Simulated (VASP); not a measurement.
# Cu (Cmce) in VASP: a series of runs, part 2 of 2

VASP 6.6.1.

### Step 4. Relaxation of cell and atoms, PBE

This run uses another cell than the first one: it holds 3 atoms, not 4.

INCAR reads:

```
PREC = Accurate
ENCUT = 600
EDIFF = 1E-7
ISMEAR = 0
SIGMA = 0.1
LREAL = False
LASPH = True
NELM = 100
ALGO = Normal
ISIF = 3
LWAVE = False
LCHARG = False
GGA = PE
IBRION = 2
NSW = 90
EDIFFG = -0.04
```

KPOINTS reads:

```
regular mesh
0
Gamma
  6 6 6
```

POSCAR reads:

```
Cu
1.0
    3.5469184608      0.0000000000      0.0000000000
   -1.7734592304      3.0717214922      0.0000000000
    0.0000000000      0.0000000000      3.0234732012
Cu
3
Direct
    0.3333333333      0.6666666667      0.5000000000
    0.0000000000      0.0000000000      0.0000000000
    0.6666666667      0.3333333333      0.5000000000
```

Potentials or basis: VASP PAW PBE potentials, release 64 (Cu).

Launch:

```bash
$ cat potpaw_PBE.64/Cu/POTCAR > POTCAR
$ mpirun -np 1 vasp_std > vasp.out
```

OUTCAR:

```text
PREC = Accurate
   ENCUT = 600
   EDIFF = 1E-7
   ISMEAR = 0
   LREAL = False
   LASPH = True
   NELM = 100
   ISIF = 3
   GGA = PE
   IBRION = 2
   NSW = 90
   EDIFFG = -0.04

 ion  position               nearest neighbor table
   1  0.333  0.667  0.500-   3 2.05   3 2.05   3 2.05   2 2.55   2 2.55   2 2.55   2 2.55   2 2.55
                             2 2.55
   2  0.000  0.000  0.000-   1 2.55   3 2.55   1 2.55   3 2.55   1 2.55   1 2.55   3 2.55   3 2.55
                             3 2.55   3 2.55   1 2.55   1 2.55
   3  0.667  0.333  0.500-   1 2.05   1 2.05   1 2.05   2 2.55   2 2.55   2 2.55   2 2.55   2 2.55
                             2 2.55

  LATTYP: Found a hexagonal cell.
 ALAT       =     3.5469184608
 C/A-ratio  =     0.8524225281

  Lattice vectors:

 A1 = (   3.5469184608,   0.0000000000,   0.0000000000)
 A2 = (  -1.7734592304,   3.0717214922,   0.0000000000)
 A3 = (   0.0000000000,   0.0000000000,   3.0234732012)

Analysis of symmetry for initial positions (statically):
=====================================================================
 Subroutine PRICEL returns:
 Original cell was already a primitive cell.

 Routine SETGRP: Setting up the symmetry group for a
 hexagonal supercell.

 Subroutine GETGRP returns: Found 24 space group operations
 (whereof 24 operations were pure point group operations)
 out of a pool of 24 trial point group operations.

The static configuration has the point symmetry D_6h.

Analysis of symmetry for dynamics (positions and initial velocities):
=====================================================================
 Subroutine PRICEL returns:
 Original cell was already a primitive cell.

 Routine SETGRP: Setting up the symmetry group for a
 hexagonal supercell.

 Subroutine GETGRP returns: Found 24 space group operations
 (whereof 24 operations were pure point group operations)
 out of a pool of 24 trial point group operations.

The dynamic configuration has the point symmetry D_6h.

 Subroutine INISYM returns: Found 24 space group operations
 (whereof 24 operations are pure point group operations),
 and found     1 'primitive' translations

----------------------------------------------------------------------------------------

                                     Primitive cell

  volume of cell :      32.9412

  direct lattice vectors                    reciprocal lattice vectors
     3.546918461  0.000000000  0.000000000     0.281934871  0.162775174  0.000000000
    -1.773459230  3.071721492  0.000000000     0.000000000  0.325550348  0.000000000
     0.000000000  0.000000000  3.023473201     0.000000000  0.000000000  0.330745449

  length of vectors
     3.546918461  3.546918461  3.023473201     0.325550348  0.325550348  0.330745449

  position of ions in fractional coordinates (direct lattice)
     0.333333333  0.666666667  0.500000000
     0.000000000  0.000000000  0.000000000
     0.666666667  0.333333333  0.500000000

  ion indices of the primitive-cell ions
   primitive index   ion index
                 1           1
                 2           2
                 3           3

----------------------------------------------------------------------------------------

[... 60 lines left out ...]
   PREC   = accura    normal or accurate (medium, high low for compatibility)
   ISTART =      0    job   : 0-new  1-cont  2-samecut
   ICHARG =      2    charge: 1-file 2-atom 10-const
   ISPIN  =      1    spin polarized calculation?
   LNONCOLLINEAR =      F non collinear calculations
   LSORBIT =      F    spin-orbit coupling
   LASPH  =      T    aspherical Exc in radial PAW
   ENCUT  =  600.0 eV  44.10 Ry    6.64 a.u.   7.08  7.08  6.04*2*pi/ulx,y,z
   NELM   =    100;   NELMIN=  2; NELMDL= -5     # of ELM steps
   EDIFF  = 0.1E-06   stopping-criterion for ELM
   LREAL  =      F    real-space projection
   EDIFFG = -.4E-01   stopping-criterion for IOM
   NSW    =     90    number of steps for IOM
   IBRION =      2    ionic relax: 0-MD 1-quasi-New 2-CG
   NFREE  =      1    steps in history (QN), initial steepest desc. (CG)
   ISIF   =      3    stress and relaxation
   ISYM   =      2    0-nonsym 1-usesym 2-fastsym
   POTIM  = 0.5000    time-step for ionic-motion
   TEBEG  =    0.0;   TEEND  =   0.0 temperature during run
   PSTRESS=    0.0 pullay stress
   NELECT =      33.0000    total number of electrons
   NUPDOWN=      -1.0000    fix difference up-down
   EMIN   =  10.00;   EMAX   =-10.00  energy-range for DOS
   EFERMI =   0.00;   METHOD = LEGACY
   ISMEAR =     0;   SIGMA  =   0.10  broadening in eV -4-tet -1-fermi 0-gaus
   EFERMI_NEDOS =   21; number of points for ismear=-14 and -15
   IALGO  =     38    algorithm
   IMIX   =      4    mixing-type and parameters
     AMIX     =   0.40;   BMIX     =  1.00
     AMIX_MAG =   1.60;   BMIX_MAG =  1.00
  volume/ion in A,a.u.               =      10.98        74.10
  Fermi-wavevector in a.u.,A,eV,Ry     =   1.638072  3.095508 36.508256  2.683281
  Thomas-Fermi vector in A             =   2.729106
   LORBIT       =      0    0 simple, 1 ext, 2 COOP (PROOUT), +10 PAW based schemes
   GGA     = PE    functional components
   LHFCALC =     F    Hartree Fock is set to
   AEXX    =    0.0000 exact exchange contribution
   IVDW    =     0    specifies the selected vdW correction
   LEPSILON=     F    determine dielectric tensor
   LRPA    =     F    only Hartree local field effects (RPA)
 conjugate gradient relaxation of ions
 non-spin polarized calculation
 Gauss-broadening in eV      SIGMA  =   0.10
  energy-cutoff  :      600.00
  volume of cell :       32.94
 maximum number of plane-waves:      1128
   NGX = 15   NGY = 15   NGZ = 13

--------------------------------------- Ionic step        1  -------------------------------------------

 number of electron      32.9999997 magnetization

 Free energy of the ion-electron system (eV)
  ---------------------------------------------------
  ext. energy  EPLUGINS =         0.00000000
  ---------------------------------------------------
  free energy    TOTEN  =        -9.01184614 eV

  energy without entropy =       -9.00282487  energy(sigma->0) =       -9.00733551

------------------------ aborting loop because EDIFF is reached ----------------------------------------

  FORCE on cell =-STRESS in cart. coord.  units (eV):
  Direction    XX          YY          ZZ          XY          YZ          ZX
  --------------------------------------------------------------------------------------
  -------------------------------------------------------------------------------------
  Total       13.1140822     13.1140822     -0.3014683      0.0000000      0.0000000     -0.0000000
  in kB      637.8364275    637.8364275    -14.6626704      0.0000000      0.0000000     -0.0000000
  external PRESSURE =     420.3367282 kB  Pullay stress =       0.0000000 kB
[... 24 lines left out ...]
--------------------------------------- Ionic step        2  -------------------------------------------

 number of electron      33.0000001 magnetization

 E-fermi :   4.3450     XC(G=0): -11.0267

 val. band max:        4.2789088035   @ k =   0.3333   0.1667   0.5000
 cond. band min:       4.4159060104   @ k =   0.3333   0.3333   0.3333
 fundamental gap:      0.1369972070
 Fermi energy:         4.3449788227

 k-point     1 :       0.0000    0.0000    0.0000
  band No.  band energies     occupation
      1      -2.9239      2.00000
      2       1.2065      2.00000
      3       1.6958      2.00000
      4       1.6958      2.00000
      5       1.7944      2.00000
      6       1.7944      2.00000
[... 610 lines left out ...]
  FREE ENERGIE OF THE ION-ELECTRON SYSTEM (eV)
  ---------------------------------------------------
  free  energy   TOTEN  =       -10.3633523151 eV

  energy  without entropy=      -10.3554551311  energy(sigma->0) =      -10.35940372

[... ionic steps 4 to 10 ...]

--------------------------------------- Ionic step       11  -------------------------------------------

 number of electron      32.9999999 magnetization

------------------------ aborting loop because EDIFF is reached ----------------------------------------
[... 69 lines left out ...]
--------------------------------------- Ionic step       13  -------------------------------------------

 number of electron      33.0000004 magnetization

 Free energy of the ion-electron system (eV)
  ---------------------------------------------------
  ext. energy  EPLUGINS =         0.00000000
  ---------------------------------------------------
  free energy    TOTEN  =       -10.87908871 eV

  energy without entropy =      -10.86682492  energy(sigma->0) =      -10.87295681

 E-fermi :   7.2995     XC(G=0): -12.5292

 val. band max:        7.2805907052   @ k =   0.1667   0.1667   0.0000
 cond. band min:       7.3284017613   @ k =   0.1667   0.1667   0.5000
 fundamental gap:      0.0478110561
 Fermi energy:         7.2994930228

 k-point     1 :       0.0000    0.0000    0.0000
  band No.  band energies     occupation
      1      -1.9102      2.00000
      2       2.7513      2.00000
      3       3.5883      2.00000
      4       3.6767      2.00000
      5       3.6767      2.00000
      6       3.7192      2.00000
[... 573 lines left out ...]
  FREE ENERGIE OF THE ION-ELECTRON SYSTEM (eV)
  ---------------------------------------------------
  free  energy   TOTEN  =       -10.8790887137 eV

  energy  without entropy=      -10.8668249151  energy(sigma->0) =      -10.87295681

 reached required accuracy - stopping structural energy minimisation
```

OSZICAR:

```text
N       E                     dE             d eps       ncg     rms          rms(c)
DAV:   1     0.241335761068E+03    0.24134E+03   -0.16810E+04  1176   0.330E+03
DAV:   2     0.376978409463E+01   -0.23757E+03   -0.23103E+03  1120   0.421E+02
DAV:   3    -0.112015123103E+02   -0.14971E+02   -0.13854E+02  1200   0.163E+02
DAV:   4    -0.114749904030E+02   -0.27348E+00   -0.27224E+00  1312   0.273E+01
[... 166 lines left out ...]
DAV:   7    -0.108790931418E+02    0.27977E-06   -0.13436E-04  1572   0.613E-01    0.148E-02
DAV:   8    -0.108790892956E+02    0.38463E-05   -0.25106E-05  1412   0.288E-01    0.637E-03
DAV:   9    -0.108790889372E+02    0.35833E-06   -0.60338E-06  1440   0.769E-02    0.188E-03
DAV:  10    -0.108790887965E+02    0.14070E-06   -0.38011E-07   908   0.151E-02    0.816E-04
DAV:  11    -0.108790887137E+02    0.82851E-07   -0.11078E-07   588   0.998E-03
  13 F= -.10879089E+02 E0= -.10872957E+02  d E =-.151219E-01
```

Run time: 3.4 min. Hardware: 1 thread of Intel Xeon Platinum 8488C (Sapphire Rapids), shared host; peak memory 0.16 GiB.

What came out:

```yaml
Free_energy: -10.8791 eV
Relaxed_volume: 12.20 Å³/atom
Relaxed_cell: a = 4.154 Å, b = 4.154 Å, c = 2.450 Å, α = 90.00°, β = 90.00°, γ = 120.00°
Space_group_after_relaxing_to_0.05_Å: P6/mmm (No. 191)
Energy_gained_by_relaxing: 622.4 meV/atom
Ionic_steps: 13
Pressure_after_relaxing: 0.3 GPa
Band_gap_on_the_k_mesh: none (metal or under the smearing width)
```

Stress tensor (GPa, compression positive):
```
0.16 0.00 0.00
0.00 0.16 0.00
0.00 0.00 0.52
```

The path:
| step | energy change (eV) | largest force (eV/Å) | pressure (GPa) | volume (Å³) |
| --- | --- | --- | --- | --- |
| 1 | 0.0000 | 0.0000 | 42.03 | 32.94 |
| 2 | -0.9659 | 0.0000 | -16.47 | 48.07 |
| 3 | -1.3515 | 0.0000 | -5.79 | 41.34 |
| 4 | -1.6087 | 0.0000 | -4.46 | 39.43 |
| 5 | -1.7583 | 0.0000 | -2.05 | 37.74 |
| 6 | -1.7236 | 0.0000 | 12.39 | 34.13 |
| 7 | -1.8265 | 0.0000 | 0.47 | 36.65 |
| 8 | -1.8167 | 0.0000 | 7.90 | 34.85 |
| 9 | -1.8507 | 0.0000 | 2.77 | 35.95 |
| 10 | -1.8518 | 0.0000 | 3.94 | 35.66 |
| 11 | -1.8521 | 0.0000 | 3.48 | 35.78 |
| 12 | -1.8627 | 0.0000 | -1.32 | 37.08 |
| 13 | -1.8672 | 0.0000 | 0.28 | 36.61 |

Final structure:
```cif
data_structure
_symmetry_space_group_name_H-M 'P 1'
_symmetry_Int_Tables_number 1
_cell_length_a 4.1545
_cell_length_b 4.1545
_cell_length_c 2.4495
_cell_angle_alpha 90.000
_cell_angle_beta 90.000
_cell_angle_gamma 120.000
_cell_volume 36.61
loop_
_atom_site_label
_atom_site_type_symbol
_atom_site_fract_x
_atom_site_fract_y
_atom_site_fract_z
_atom_site_occupancy
Cu1 Cu 0.33333 0.66667 0.50000 1
Cu2 Cu 0.00000 0.00000 0.00000 1
Cu3 Cu 0.66667 0.33333 0.50000 1
```

### Step 5. Single point, PBE

This run uses another cell than the first one: it holds 3 atoms, not 4.

INCAR reads:

```
ALGO = Fast ; EDIFF = 1E-6
ENCUT = 520 ; GGA = PE
ISIF = 2 ; ISMEAR = 0
LASPH = True ; LCHARG = False
LREAL = False ; LWAVE = False
NBANDS = 24 ; NELM = 100
PREC = Accurate ; SIGMA = 0.1
```

KPOINTS reads:

```
k-points
0
Gamma
  6 6 6
```

POSCAR is that of step 4.

Potentials or basis: VASP PAW PBE potentials, release 64 (Cu).

Launch:

```bash
$ cat potpaw_PBE.64/Cu/POTCAR > POTCAR
$ mpirun -np 1 vasp_std > vasp.out
```

OUTCAR:

```text
EDIFF = 1E-6
   ENCUT = 520
   GGA = PE
   ISIF = 2
   ISMEAR = 0
   LASPH = True
   LREAL = False
   NELM = 100
   PREC = Accurate

 ion  position               nearest neighbor table
   1  0.333  0.667  0.500-   3 2.05   3 2.05   3 2.05   2 2.55   2 2.55   2 2.55   2 2.55   2 2.55
                             2 2.55
   2  0.000  0.000  0.000-   1 2.55   3 2.55   1 2.55   3 2.55   1 2.55   1 2.55   3 2.55   3 2.55
[... 851 lines left out ...]

  FORCE on cell =-STRESS in cart. coord.  units (eV):
  Direction    XX          YY          ZZ          XY          YZ          ZX
  --------------------------------------------------------------------------------------
  -------------------------------------------------------------------------------------
  Total       13.1329551     13.1329551     -0.2809938      0.0000000      0.0000000      0.0000000
  in kB      638.7543591    638.7543591    -13.6668417      0.0000000      0.0000000      0.0000000
  external PRESSURE =     421.2806255 kB  Pullay stress =       0.0000000 kB

 VOLUME and BASIS-vectors are now :
 -----------------------------------------------------------------------------
  energy-cutoff  :      520.00
  volume of cell :       32.94
      direct lattice vectors                 reciprocal lattice vectors
     3.546918461  0.000000000  0.000000000     0.281934871  0.162775174  0.000000000
    -1.773459230  3.071721492  0.000000000     0.000000000  0.325550348  0.000000000
     0.000000000  0.000000000  3.023473201     0.000000000  0.000000000  0.330745449

 POSITION                                       TOTAL-FORCE (eV/Angst)
 -----------------------------------------------------------------------------------
     -0.00000      2.04781      1.51174        -0.000000      0.000000     -0.000000
      0.00000      0.00000      0.00000         0.000000      0.000000      0.000000
      1.77346      1.02391      1.51174         0.000000      0.000000      0.000000
 -----------------------------------------------------------------------------------
    total drift:                               -0.000000      0.000000     -0.000000

  FREE ENERGIE OF THE ION-ELECTRON SYSTEM (eV)
  ---------------------------------------------------
  free  energy   TOTEN  =        -9.0115335527 eV

  energy  without entropy=       -9.0025114108  energy(sigma->0) =       -9.00702248
```

It took 21 s on 1 thread of Intel Xeon Platinum 8488C (Sapphire Rapids), shared host; peak memory 0.15 GiB.

What came out:

```yaml
Free_energy: -9.0115 eV
Pressure: 42.1 GPa
Band_gap_on_the_k_mesh: none (metal or under the smearing width)
```

Stress tensor (GPa, compression positive):
```
63.88  0.00  0.00
 0.00 63.88  0.00
 0.00  0.00 -1.37
```

Levels at points of the mesh, in eV from the Fermi level:
```tsv
k point	band 12	band 13	band 14	band 15	band 16	band 17	band 18	band 19	band 20	band 21
(0.00, 0.00, 0.00)	-3.19	-2.86	-2.80	-1.80	-1.80	5.48	7.48	7.48	7.54	7.54
(0.50, 0.00, 0.00)	-2.29	-2.27	-2.21	-2.00	-1.82	-1.30	1.06	7.29	11.42	11.45
(0.00, 0.00, 0.50)	-2.25	-2.25	-2.16	-2.07	-2.03	-2.03	9.42	9.42	10.61	10.65
(0.50, 0.00, 0.50)	-2.59	-2.12	-1.91	-1.86	-1.40	-0.08	1.90	2.38	6.18	8.71
```

Caveat: a pressure of tens of GPa on the cell as given is suspect, and the run, the potentials or the cell itself is likely at fault.

### Step 6. Single point, PBE

This run uses another cell than the first one: it holds 2 atoms, not 4.

INCAR reads:

```
  PREC = Accurate
  ENCUT = 520
  EDIFF = 1E-6
  ISMEAR = 0
  SIGMA = 0.1
  LREAL = F
  LASPH = T
  NELM = 100
  ALGO = Normal
  ISIF = 2
  LWAVE = F
  LCHARG = T
  GGA = PE
  LELF = T
  LVHAR = T
  NBANDS = 18
```

KPOINTS reads:

```
regular mesh
0
Gamma
  8 8 8
```

POSCAR reads:

```
Cu
1.0
    1.2444739293     -4.0243669211      0.0000000000
    1.2444739293      4.0243669211      0.0000000000
    0.0000000000      0.0000000000      2.5097161975
Cu
2
Direct
    0.1342067561      0.8657932439      0.2500000000
    0.8657932439      0.1342067561      0.7500000000
```

Potentials or basis: VASP PAW PBE potentials, release 64 (Cu).

Launch:

```bash
$ cat potpaw_PBE.64/Cu/POTCAR > POTCAR
$ mpirun -np 1 vasp_std > vasp.out
```

Wall time 41 s (1 thread of Intel Xeon Platinum 8375C at 2.90GHz (Ice Lake), shared host); peak memory 0.17 GiB.

The run converged. Its results:

* Free energy: -7.1588 eV
* Pressure: 0.4 GPa
* Band gap on the k mesh: none (metal or under the smearing width)

Forces on the atoms (eV/Å):
```
Cu   0.000  0.002  0.000
Cu   0.000 -0.002  0.000
```

Stress tensor (GPa, compression positive):
```
0.34 0.00 0.00
0.00 0.38 0.00
0.00 0.00 0.51
```

Levels at points of the mesh, in eV from the Fermi level:
```tsv
k point	band 7	band 8	band 9	band 10	band 11	band 12	band 13	band 14	band 15	band 16
(0.00, 0.00, 0.00)	-2.30	-2.00	-1.83	-1.69	-1.45	0.08	4.60	14.42	17.57	18.47
(0.50, 0.00, 0.00)	-2.61	-2.42	-2.07	-1.65	-0.52	1.10	2.42	6.54	12.57	15.20
(0.50, 0.50, 0.00)	-2.47	-2.26	-2.24	-1.92	-1.61	-1.53	13.32	14.85	14.98	17.18
(0.00, 0.00, 0.50)	-2.67	-2.67	-1.71	-1.71	-0.06	-0.06	8.00	8.00	9.18	9.18
(0.50, 0.00, 0.50)	-1.80	-1.80	-1.30	-1.30	3.58	3.58	7.21	7.21	9.32	9.32
(0.50, 0.50, 0.50)	-1.97	-1.97	-1.55	-1.55	-0.82	-0.82	3.50	3.50	17.58	17.58
```

### Step 7. Overview

```csv
task,cell,k mesh,cutoff (eV),mesh quality,gap on the mesh (eV),pressure (GPa),relaxed volume (Å³/atom),largest force (eV/Å)
relaxation of cell and atoms,relaxed,6 × 6 × 4,600,coarse,none,0.1,12.03,0.03
single point,"Cmce, 12.01 Å³/atom",6 × 6 × 4,520,coarse,none,49.0,-,12.02
relaxation of cell and atoms,relaxed,6 × 6 × 6,600,not flagged,none,0.3,12.20,-
single point,"P6/mmm, 10.98 Å³/atom",6 × 6 × 6,520,not flagged,none,42.1,-,-
single point,"Cmcm, 12.57 Å³/atom",8 × 8 × 8,520,not flagged,none,0.4,-,-
```

Alike in all rows: level PBE; potentials or basis VASP PAW PBE potentials, release 64 (Cu); no spin polarisation; smearing gaussian 0.1 eV.

Caveats: some runs use coarse meshes; a pressure of tens of GPa on the cell as given is suspect, and the run, the potentials or the cell itself is likely at fault (some runs); forces of over 1 eV/Å show positions far from the minimum, so gaps and moduli don't describe the material at rest (some runs).

Total energies depend on the potentials used, so only differences within one code and one set of settings carry meaning.
